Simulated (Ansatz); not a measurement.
**Si + C → SiC: energy for one SiC from the elemental crystals**

SiC (F-43m), 4×4×4 mesh:

```xyz
2
Lattice="0.0000 2.1790 2.1790 2.1790 0.0000 2.1790 2.1790 2.1790 0.0000" Properties=species:S:1:pos:R:3 pbc="T T T"
Si    0.0000    0.0000    0.0000
C     1.0895    1.0895    1.0895
```

Si (Fd-3m), 4×4×4 mesh:

```
Si
1.0
     0.00000    2.71550    2.71550
     2.71550    0.00000    2.71550
     2.71550    2.71550    0.00000
Si
2
Cartesian
  0.0000 0.0000 0.0000
  1.3578 1.3578 1.3578
```

C (Fd-3m), 4×4×4 mesh:

```xyz
2
Lattice="0.0000 1.7835 1.7835 1.7835 0.0000 1.7835 1.7835 1.7835 0.0000" Properties=species:S:1:pos:R:3 pbc="T T T"
C     0.0000    0.0000    0.0000
C     0.8918    0.8918    0.8918
```

RPA total energy on PBE orbitals, soft PAW set, first generation (Ansatz); wave cutoff 420 eV, correlation extrapolated to infinite response cutoff from cutoffs up to 160 eV, long-wavelength term: neglected.

PBE gives -0.58 eV.

**Question.** What does RPA give, and how does it split?

**Answer.** -0.72 eV: exact exchange -0.75 eV and correlation +0.04 eV. The meshes are coarse, which can move each part by tenths of an eV, so these aren't converged reaction energies.

Soft PAW datasets can recover too little correlation energy, by a few per cent up to a quarter and more. This ran on a trial build of the method.
